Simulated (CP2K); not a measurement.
Pb under changes of volume

One of the cells (30.323 Å³/atom); the others are scaled copies at fixed shape and fractional positions:

```
Pb
1.0
     3.50021    0.00000    0.00000
     1.75010    3.03127    0.00000
     1.75010    1.01042    2.85791
Pb
1
Direct
  0.00000 0.00000 0.00000
```

| Property | Result |
| --- | --- |
| Program | CP2K 2026.2 |
| Functional | PBEsol |
| Potentials or basis | POTENTIAL_UZH Pb GTH-PBE-q4; TZVP-MOLOPT-PBE-GTH basis |
| Density cutoff | 6123 eV |
| k mesh | 9 × 9 × 9 |
| Occupations | fermi-dirac, width 0.05 eV |
| Spin | no spin polarisation |

```csv
volume (Å³/atom),energy over the lowest point (meV/atom),pressure (GPa)
28.503,?,?
29.110,39.45,5.0
29.716,22.84,3.7
30.323,11.00,2.5
30.929,3.52,1.4
31.535,0.00,0.4
32.142,0.06,-0.5
```

Task: What does the run at 28.503 Å³/atom give?

Result: Energy over the lowest point 61.27 meV/atom; pressure 6.5 GPa.

Worked out: A Birch-Murnaghan fit of order 3 (a polynomial in V^(-2/3)) to the other rows has its minimum at 31.82 Å³/atom with B0 = V·E''(V) = 48 GPa and B' = 4.0. It gives 61.37 meV/atom at 28.503 Å³/atom, against the run's 61.27, and -dE/dV = 6.5 GPa, against 6.5.

Energies are extrapolated to zero smearing.

Caveats: the potentials were made for another functional, which shifts forces and pressure; the basis of atomic orbitals isn't converged, which shifts pressures, moduli and gaps.
